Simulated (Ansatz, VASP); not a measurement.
Two plane-wave programs on AlCu3

INCAR

```
ALGO = Fast ; EDIFF = 1E-6
ENCUT = 520 ; GGA = PS
ISIF = 2 ; ISMEAR = 0
LASPH = True ; LCHARG = True
LELF = True ; LREAL = False
LVHAR = True ; LWAVE = False
NBANDS = 26 ; NELM = 80
PREC = Accurate ; SIGMA = 0.15
```

The input KPOINTS:

```
k-points
0
Gamma
  14 14 14
```

POSCAR

```
AlCu3
1.0
    0.0000000000      2.8834704780      2.8834704780
    2.8834704780      0.0000000000      2.8834704780
    2.8834704780      2.8834704780      0.0000000000
Al Cu
1 3
Direct
    0.0000000000      0.0000000000      0.0000000000
    0.5000000000      0.5000000000      0.5000000000
    0.2500000000      0.2500000000      0.2500000000
    0.7500000000      0.7500000000      0.7500000000
```

Input for Ansatz:

```yaml
crystal:
  lattice:
    - [0.0, 2.883470478, 2.883470478]
    - [2.883470478, 0.0, 2.883470478]
    - [2.883470478, 2.883470478, 0.0]
  atoms:
    - { symbol: Al, position: [0.0, 0.0, 0.0] }
    - { symbol: Cu, position: [0.5, 0.5, 0.5] }
    - { symbol: Cu, position: [0.25, 0.25, 0.25] }
    - { symbol: Cu, position: [0.75, 0.75, 0.75] }
basis:
  ecutwfc: 420
kpoints:
  mp_grid: { grid: [14, 14, 14] }
hamiltonian:
  xc: pbesol
scf:
  occupations: { method: gaussian, width: 0.15 }
output:
  forces: true
  stress: true
  eigenvalues: true
  write_density: true
  write_potential: true
  elf: true
  volumetric_format: npy
```

The cell comes from a database or a generator and needn't be the stable form of this composition.

Alike in both runs: task single point; functional PBEsol; k mesh 14 × 14 × 14; occupations gaussian, width 0.15 eV; no spin polarisation.

```csv
,VASP,Ansatz
version,VASP 6.6.1,Ansatz 0.2.0
potentials or method,"VASP PAW PBE potentials, release 64 (Al, Cu)","scalar-relativistic, plane waves, PAW"
plane-wave cutoff (eV),520,420
valence electrons in the cell,36,60
```

Ansatz gave:

| Property | Result |
| --- | --- |
| gap on the k mesh at the Fermi level (eV) | none |
| pressure (GPa) | 0.1 |

Task: Estimate VASP's values.

Result: gap on the k mesh at the Fermi level (eV): none; pressure (GPa): 0.7.

A gap of «none» marks a metal or a gap that the smearing closes. With one functional, cell and mesh, what is left measures potentials, basis and numerics. The two sets of potentials don't hold the same shells in valence.

Caveats: the PAW data sets were made with another functional, which shifts forces and pressure a little (VASP).
